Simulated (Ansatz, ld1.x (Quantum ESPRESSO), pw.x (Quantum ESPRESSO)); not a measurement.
## S: one change to the TM potential, in the atom and in the fcc crystal

```
Element                 : S
Generator               : ld1.x (Quantum ESPRESSO) 7.5
Type                    : norm-conserving Troullier–Martins (Kleinman–Bylander form)
Functional              : PBE
Relativity              : scalar-relativistic
Frozen core             : [Ne]
Valence charge          : 6
Reference configuration : 3s2 3p4
Partial waves           : 3s (bound): rc 1.45 bohr; 3p (bound): rc 1.70 bohr
Local potential         : all-electron potential smoothed inside 1.20 bohr (lloc = -1)
Core correction         : Bessel-smoothed model core inside 1.30 bohr
```

Change: type ultrasoft; waves now 3s (bound): rcut 1.25, rcutus 1.45 bohr; 3s channel at -0.65 Ry: rcut 1.25, rcutus 1.45 bohr; 3p (bound): rcut 1.50, rcutus 1.70 bohr; 3p channel at 1.6 Ry: rcut 1.50, rcutus 1.70 bohr; local potential all-electron potential smoothed inside 1.55 bohr (lloc = -2); augmentation built from norm-conserving waves at rcut, not smoothed further.

Cutoffs, loose and tight: the cutoffs (Ry, on a coarse ladder) from which the occupation-weighted sum of valence levels, in a spherical-Bessel basis at the reference potential, stays within 10 and 1 mRy of its value at 400 Ry. They do not see the model core or the augmentation charge, which bear on the density cutoff. Test errors are all-electron minus pseudo excitation energies from the reference, over the configurations 3s2 3p3; 3s2 3p2; 3s2 3p1; 3s1 3p5; 3s2 3p0; 3s0 3p6; 3s1 3p4; variants that change the core or the reference have their own tests.

Crystal test: fcc S in pw.x 7.5, no spin, 14³ k-points, Fermi–Dirac smearing 0.01 Ry, cutoffs set for each file from its atomic test. The reference is all-electron LAPW (Ansatz 0.2.0) with the same functional, mesh and smearing; V0 and B0 come from Birch–Murnaghan fits to the pressures at five volumes. Errors are pseudo minus all-electron; Δ is the rms difference of the E(V) curves that follow from these fits, minima aligned, over ±6 % about the mean V0. Mesh and smearing are coarse, so the numbers serve the comparison and aren't converged zero-temperature values; the lattice is a test structure that the element need not adopt.

All-electron: a0 = 3.994 Å (V0 = 15.92 Å³/atom), B0 = 76.3 GPa.

Task: Does the change bring the crystal closer to the all-electron result?

Result: The mean pressure error goes from +2.15 to +5.62 GPa, so the change moves the solid further from the all-electron pressures.

```csv
quantity,base,changed
outcome (atom),generated,generated
"cutoff, loose (atom)",30 Ry,18 Ry
"cutoff, tight (atom)",60 Ry,30 Ry
bound ghosts (atom),none,none
largest test error (meV) (atom),+264,+140
cutoffs in pw.x (Ry),75/300,40/600
a0 (Å),4.029,–
a0 error (%),+0.89,–
B0 error (%),-0.8,–
Δ (meV/atom),7.2,–
mean pressure error (GPa),+2.15,+5.62
```

A dash: not determined, or the minimum lies outside the volumes sampled.

Base: This is a poor potential for the solid. Changed file: This is a poor potential for the solid.
